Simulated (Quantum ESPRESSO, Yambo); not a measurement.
# Te2Mo (2H monolayer): G0W0 with Yambo, start to end, part 3 of 3

Wanted: ground state, empty states, screening and self-energy for Te2Mo (2H monolayer).

Quantum ESPRESSO 7.5 and Yambo 5.3.0; PBE and many-body steps on it, plane waves. Known limits of the many-body steps: not at the basis limit; no spin-orbit coupling.

So far. Step 3 (Bands along the symmetry lines): The gap is 1.070 eV, as in the run before at this level. Step 4 (Empty states on the mesh, 6×6×1 mesh, 118 bands): On this mesh the gap is 1.070 eV.

**6. Screening and self-energy, 6×6×1 mesh, 118 bands, screening to 108.8 eV**

Now the one-shot GW correction: screening in the RPA, then the self-energy of the levels asked for.

This step: G0W0 on PBE, plane waves, norm-conserving pseudopotentials.

gw1.in reads:

```
HF_and_locXC
gw0
dyson
ppa
em1d
rim_cut
rim_w
RandQpts= 3000000
RandGvec= 100 RL
CUTGeo= "slab z"
RandGvecW= 9 RL
EXXRLvcs= 88 Ry
VXCRLvcs= 352 Ry
Chimod= "HARTREE"
% BndsRnXp
 1 | 118 |
%
NGsBlkXp= 8 Ry
% LongDrXp
 1 | 1 | 0 |
%
% GbndRnge
 1 | 118 |
%
DysSolver= "n"
ExtendOut
PPAPntXp= 27.21138 eV
% QPkrange
 1 | 7 | 26 | 35 |
%
```

Run with:

```sh
$ OMP_NUM_THREADS=1 mpirun -n 4 yambo -F gw1.in -J gw1 -C gw1 > gw1.log
```

The log of the run:

```text
 Yambo, version 5.3.0

 [02] CORE Variables Setup
 =========================

  [... cell, symmetries and grids as in the set-up ...]

  [02.05] Energies & Occupations
  ==============================

  [X] === General ===
  [X] Electronic Temperature                        :  0.000000  0.000000 [eV K]
  [X] Bosonic    Temperature                        :  0.000000  0.000000 [eV K]
  [X] Finite Temperature mode                       : no
  [X] El. density                                   :  0.33221E+24 [cm-3]
  [X] Fermi Level                                   :  2.609119 [eV]

  [X] === Gaps and Widths ===
  [X] Conduction Band Min                           :  1.069542 [eV]
  [X] Valence Band Max                              :  0.000000 [eV]
  [X] Filled Bands                                  :  31
  [X] Empty Bands                                   :   32  118
  [X] Direct Gap                                    :  1.069542 [eV]
  [X] Direct Gap localized at k                     :   7
  [X] Indirect Gap                                  :  1.069542 [eV]
  [X] Indirect Gap between kpts                     :   7   7
  [X] Last valence band width                       :  0.685569 [eV]
  [X] 1st conduction band width                     :  1.949223 [eV]

 [03] Transferred momenta grid and indexing
 ==========================================

 IBZ Q-points                                      :   7
 BZ  Q-points                                      :   36

 K/Q-points units:
 rlu = crystal or reduced units; cc = cartesian coordinates; iku = interal k-units

 Q [1]          [rlu]:  0.000000  0.000000  0.000000
 Q [2]          [rlu]:  0.27625E-18  0.16667       0.0000
 Q [3]          [rlu]:  0.55249E-18  0.33333       0.0000
 Q [4]          [rlu]: -0.82874E-18 -0.50000       0.0000
 Q [5]          [rlu]:  0.166667  0.166667  0.000000
 Q [6]          [rlu]:  0.166667  0.333333  0.000000
 Q [7]          [rlu]:  0.333333  0.333333  0.000000

 [04] Coloumb potential Random Integration (RIM)
 ===============================================

 Performing RIM of v_slab

  [04.01] RIM initialization
  ==========================

  * Diagonal components only detected *

  8 x (sBL volume)        :  0.043767 [a.u.]
  sBZ random points       :  3000000
  Points outside the sBZ  :  24001124
  RL volume               :  0.196952 [a.u.]
  Integrated volume       :  0.196943 [a.u.]

  [04.02] RIM integrals
  =====================

  Gamma point sphere radius             :  0.042199 [a.u.]
  Points outside the sphere             :  2398760
  [Int_sBZ(q=0) 1/q^2]*(Vol_sBZ)^(-1/3) =:  7.597352
                                 should be <:  7.795600

  Summary of Coulomb integrals for non-metallic bands |Q|[au] RIM/Bare

  Q [1] 0.100000E-4 0.974569 * Q [2] 0.179721 1.054565
  Q [5] 0.311285 1.038721 * Q [3] 0.359441 1.031570
  Q [6] 0.475496 1.019762 * Q [4] 0.539162 1.015358
  Q [7] 0.622570 1.011774
  Non-periodic chartesian directions : none
  Optical renormalization            :  32.12534 [au]
  Polarizability dimension           : length

 [05] Coloumb potential CutOffslab
 =================================

 Cut directionsZ
 Slab Cutoff:Z
 Symmetry test passed : yes

 [06] Dipoles
 ============

  [06.01] Setup: observables and procedures
  =========================================

  [WARNING] [x,Vnl] slows the Dipoles computation. To neglect it rename the ns.kb_pp file

 [07] Dynamic Dielectric Matrix (PPA)
 ====================================

 [WR./gw1//ndb.pp]---------------------------------------------------------------
  Brillouin Zone Q/K grids (IBZ/BZ)                :    7   36    7   36
  RL vectors                                       :  21041 [WF]
  Coulomb cutoff potential                         : slab z
  Electronic Temperature                           :  0.000000 [K]
  Bosonic    Temperature                           :  0.000000 [K]
  PPA    diel. fun.  energies                      : Perdew, Burke & Ernzerhof(X)+Perdew, Burke & Ernzerhof(C)
  wavefunctions                                    : Perdew, Burke & Ernzerhof(X)+Perdew, Burke & Ernzerhof(C)
  Global Gauge                                     : length
  X matrix size                                    :   443
  X band range                                     :    1  118
  X e/h energy range                               : -1.000000 -1.000000 [eV]
  X Time ordering                                  : R
  X Hxc Kernel                                     : HARTREE
  X Drude frequency                                :  0.000000  0.000000
  X poles                                          :  100.0000 [o/o]
  RL vectors in the sum                            :  21041
  [r,Vnl] included                                 : yes
  Field direction                                  :  0.707107E-5  0.707107E-5   0.00000
  BZ energy Double Grid                            : no
  BZ energy DbGd points                            : 0
  BZ Q point size factor                           : -1.000000
  X Optical Averaged directions                    : none

 [08] Local Exchange-Correlation + Non-Local Fock
 ================================================

 [VXC] Plane waves :  140345
 [EXS] Plane waves :  17489

 QP @ state[ 1 ] K range:   1   7
 QP @ state[ 1 ] b range:   26   35

 [xc] Functional : Perdew, Burke & Ernzerhof(X)+Perdew, Burke & Ernzerhof(C)
 [xc] LIBXC used to calculate xc functional
  PP Number of Atomic Species                      :  2
  NLCC RL compoments                               :  140345
  PP Number of Atomic Species                      :  2
  NLCC RL compoments                               :  140345

 [xc] E_xc :  -48.77652 [Ha]
      E_xc :  -97.55303 [Ry]

  Local XC kind (lXC) : Perdew, Burke & Ernzerhof(X)+Perdew, Burke & Ernzerhof(C)
  Non-Local XC kind (nlXC) : Hartree-Fock

  Corrections @ K [1] :  [eV]
 <26|nlXC|26> = -13.98188  0.75883E-17 <26|lXC|26> = -11.54161 -0.37763E-15
 <27|nlXC|27> = -17.42995  0.11288E-16 <27|lXC|27> = -15.58631  0.94408E-16
 <28|nlXC|28> = -17.42996  0.11725E-16 <28|lXC|28> = -15.58632  0.37763E-15
 <29|nlXC|29> = -17.49131  0.30654E-17 <29|lXC|29> = -16.55111 -0.37763E-15
 <30|nlXC|30> = -17.49131  0.25285E-17 <30|lXC|30> = -16.55111 -0.75527E-15
 <31|nlXC|31> = -15.90877 -0.72233E-17 <31|lXC|31> = -15.08019 -0.18882E-15
 <32|nlXC|32> = -10.92093 -0.12261E-17 <32|lXC|32> = -14.99643  0.000000
 <33|nlXC|33> = -10.92093 -0.68986E-18 <33|lXC|33> = -14.99643  0.000000
 <34|nlXC|34> = -11.01934 -0.13108E-17 <34|lXC|34> = -15.41041 -0.37763E-15
 <35|nlXC|35> = -11.01936 -0.12562E-17 <35|lXC|35> = -15.41042  0.000000

  Corrections @ K [2] :  [eV]
[...]
Corrections @ K [3] :  [eV]
[...]
Corrections @ K [4] :  [eV]
[...]
Corrections @ K [5] :  [eV]
[...]
Corrections @ K [6] :  [eV]
[...]
Corrections @ K [7] :  [eV]
[...]
<31|nlXC|31> = -16.11367 -0.11526E-16 <31|lXC|31> = -15.90210  0.17702E-16
 <32|nlXC|32> = -12.90982 -0.16849E-17 <32|lXC|32> = -16.95354  0.000000
 <33|nlXC|33> = -10.88178  0.47257E-17 <33|lXC|33> = -15.05144  0.14161E-15
 <34|nlXC|34> = -12.10207  0.10855E-17 <34|lXC|34> = -16.98490  0.70806E-16
 <35|nlXC|35> = -11.53193 -0.16917E-17 <35|lXC|35> = -16.84443  0.94408E-16

  [08.01] Hartree-Fock occupations report
  =======================================

  [Hartree-Fock] === General ===
  [Hartree-Fock] Electronic Temperature             :  0.000000  0.000000 [eV K]
  [Hartree-Fock] Bosonic    Temperature             :  0.000000  0.000000 [eV K]
  [Hartree-Fock] Finite Temperature mode            : no
  [Hartree-Fock] El. density                        :  0.33221E+24 [cm-3]
  [Hartree-Fock] Fermi Level                        :  2.609119 [eV]

  [Hartree-Fock] === Gaps and Widths ===
  [Hartree-Fock] Conduction Band Min                :  5.069938 [eV]
  [Hartree-Fock] Valence Band Max                   : -0.211570 [eV]
  [Hartree-Fock] Filled Bands                       :  31
  [Hartree-Fock] Empty Bands                        :   32  118
  [Hartree-Fock] Direct Gap                         :  5.324836 [eV]
  [Hartree-Fock] Direct Gap localized at k          :   7
  [Hartree-Fock] Indirect Gap                       :  5.281509 [eV]
  [Hartree-Fock] Indirect Gap between kpts          :   7   5
  [Hartree-Fock] Last valence band width            :  1.768059 [eV]
  [Hartree-Fock] 1st conduction band width          :  2.024321 [eV]

 [09] Dyson equation: Newton solver
 ==================================

  [09.01] RIM-W interpolation
  ===========================

  [WARNING] RIM-W works only for 2D semiconductors with slab cutoff
  Found compatible q grid: 2D
  q_min[ 1 ]:  0.16667      0.15094E-11   0.0000     [rlu]
   0.166667  0.083333  0.000000 [iku]
  q_min[ 2 ]:  0.27625E-18  0.16667       0.0000     [rlu]
  -0.16216E-10  0.16667       0.0000     [iku]
  G-vectors :   9
  G-vectors loaded:   63
  Number of interpolated frequencies:  2

  Evaluating coefficients q = 0
  Evaluating coefficients q = 0

  [09.02] RIM-W integrals
  =======================

  8 x (sBL volume)        :  0.043767 [a.u.]
  sBZ random points       :  3000000
  Points outside the sBZ  :  24001124
  RL volume               :  0.196952 [a.u.]
  Integrated volume       :  0.196943 [a.u.]

  [09.03] RIM integrals
  =====================

  Comparison between head Wc = W - v averages: < Wc > [au] RIM-W/RIM

   < -Wc [Q = 1] > 0.426620E-1 0.834205E-4 * < -Wc [Q = 2] > 0.005465 0.005283
   < -Wc [Q = 3] > 0.976578E-3 0.958125E-3 * < -Wc [Q = 4] > 0.333227E-3 0.329878E-3
   < -Wc [Q = 5] > 0.001417 0.001384 * < -Wc [Q = 6] > 0.469402E-3 0.464258E-3
   < -Wc [Q = 7] > 0.225606E-3 0.224105E-3

  Comparison between head Wc = W - v averages: < Wc > [au] RIM-W/RIM

   < -Wc [G = 1,G`=0] > 0.426620E-1 0.834205E-4 * < -Wc [G = 2,G`=0] >-0.002483 0.000000
   < -Wc [G = 3,G`=0] >-0.002483 0.000000 * < -Wc [G = 4,G`=0] >-0.369886E-4  0.00000
   < -Wc [G = 5,G`=0] >-0.369886E-4  0.00000 * < -Wc [G = 6,G`=0] > 0.180398E-3  0.00000
   < -Wc [G = 7,G`=0] > 0.180398E-3  0.00000 * < -Wc [G = 8,G`=0] >-0.189396E-4  0.00000
   < -Wc [G = 9,G`=0] >-0.189396E-4  0.00000

 [10] G0W0 (W PPA)
 =================

 [  GW  ] Bands range     :    1  118
 [GW/PPA] G damping       :  0.100000 [eV]

 QP @ state[ 1 ] K range:   1   7
 QP @ state[ 1 ] b range:   26   35

  Sc/G bands                                       :    1  118
  Sc/G damping                                     :  0.100000 ev
  Sc bands terminator                              : no
  Sx RL components                                 :  17489

  QP @ state[ 1 ] K range                          :   1   7
  QP @ state[ 1 ] b range                          :   26   35
  GF energies kind                                 : Perdew, Burke & Ernzerhof(X)+Perdew, Burke & Ernzerhof(C)
  GF WF`s kind                                     : Perdew, Burke & Ernzerhof(X)+Perdew, Burke & Ernzerhof(C)
  Xs energies kind                                 : Perdew, Burke & Ernzerhof(X)+Perdew, Burke & Ernzerhof(C)
  Xs WF`s kind                                     : Perdew, Burke & Ernzerhof(X)+Perdew, Burke & Ernzerhof(C)

 [14] Game Over & Game summary
```

The job ended after 19 min (4 MPI ranks of Arm Neoverse V1, shared host; peak memory 4.6 GiB; 74 min of CPU time).

This step gave:

```
G0W0 gap on the mesh                         : 1.745 eV
starting gap on the mesh                     : 1.070 eV
k of the valence top                         : 0.3333, 0.3333, 0
k of the conduction bottom                   : 0.3333, 0.3333, 0
least direct G0W0 gap on the computed points : 1.745 eV
Z at the valence top                         : 0.7210
Z at the conduction bottom                   : 0.7147
```

The gap on the mesh goes from 1.07 eV to 1.74 eV, a correction of +0.68 eV.

Limits: finite bands, cutoff and mesh; no spin-orbit coupling. v1 is the top filled band, c1 the lowest empty one. The levels before and after the correction (eV, zero at the valence-band top of each column):

|  | conduction bottom | valence top |
| --- | --- | --- |
| Kohn-Sham | 1.07 | 0.00 |
| G0W0 | 1.74 | 0.00 |

```
                        level  energy (eV)
Kohn-Sham  (0.333 0.333 0) v4       -2.911
Kohn-Sham  (0.333 0.333 0) v3       -2.898
Kohn-Sham  (0.333 0.333 0) v2       -1.726
Kohn-Sham  (0.333 0.333 0) v1        0.000
Kohn-Sham  (0.333 0.333 0) c1        1.070
Kohn-Sham  (0.333 0.333 0) c2        1.873
Kohn-Sham  (0.333 0.333 0) c3        2.478
Kohn-Sham  (0.333 0.333 0) c4        3.973
     G0W0  (0.333 0.333 0) v4       -3.445
     G0W0  (0.333 0.333 0) v3       -3.562
     G0W0  (0.333 0.333 0) v2       -2.122
     G0W0  (0.333 0.333 0) v1        0.000
     G0W0  (0.333 0.333 0) c1        1.745
     G0W0  (0.333 0.333 0) c2        2.436
     G0W0  (0.333 0.333 0) c3        3.149
     G0W0  (0.333 0.333 0) c4        4.726
```

**7. Where the time went**

Times are wall times on the hardware named with each run, good to a factor of about two.

```csv
step,time,share,memory (GiB)
ground state,87 s,7 %,0.88
bands along the symmetry lines,20 s,2 %,0.62
empty states on the mesh,59 s,5 %,1.1
conversion and set-up,3.6 s,0 %,0.27
screening and self-energy,19 min,87 %,4.6
```

**8. Results**

```
PBE gap              : 1.07 eV, direct
G0W0 gap on the mesh : 1.74 eV
GW settings          : 6×6×1 mesh, 118 bands, screening to 108.8 eV, Godby-Needs plasmon pole
known limits         : not at the basis limit; no spin-orbit coupling
```

G0W0 moves the gap on the mesh from 1.07 eV to 1.74 eV (+0.68 eV), with Z of 0.72 and 0.71 at the edges. The dearest step here is «screening and self-energy». Against experiment, by G0W0@PBE: the direct gap of 1.74 eV lies +0.57 eV from the measured 1.175 eV (exciton, 4 K, encapsulated, 2019); the direct gap of 1.74 eV lies +0.39 eV from the measured 1.352 ± 0.003 eV (electronic, 4 K, encapsulated, 2019); the gap of 1.74 eV lies −0.16 eV from the measured 1.9 eV (electronic, 9 K, on HOPG, 2023); the direct gap of 1.74 eV lies +0.64 eV from the measured 1.1 eV (exciton, 300 K, on SiO2/Si, 2016). An exciton line or allowed optical edge lies below the quasiparticle gap by the binding energy; a forbidden edge can push the onset above it. The computed sheet is free-standing; a substrate or cover screens it further and lowers both gap and binding, while the exciton line moves little. The calculation has static nuclei and no excitons; a measured gap holds zero-point and thermal motion, which mostly lowers it. With atoms this heavy the missing spin-orbit coupling can matter too. Bands and cutoff are finite, so the gap is not at the basis limit. The miss can reach some tenths of an eV and take either sign; the mesh is an error of its own.

[Paths, hosts, dates, memory and timing lines, banners, echoed tables and standing remarks are left out of the program output.]

[Logs are printed without paths, hosts, clocks, repeated set-up lines and the standing remarks that a program may print on its own settings, such as how far it seeks lower states.]

[Runs of the session that timed out or met a known fault of the program may be left out.]

[Hosts, paths, dates, database ids (printed as entryN), source tags and the programs' standing remarks are cut or masked in the printed files.]
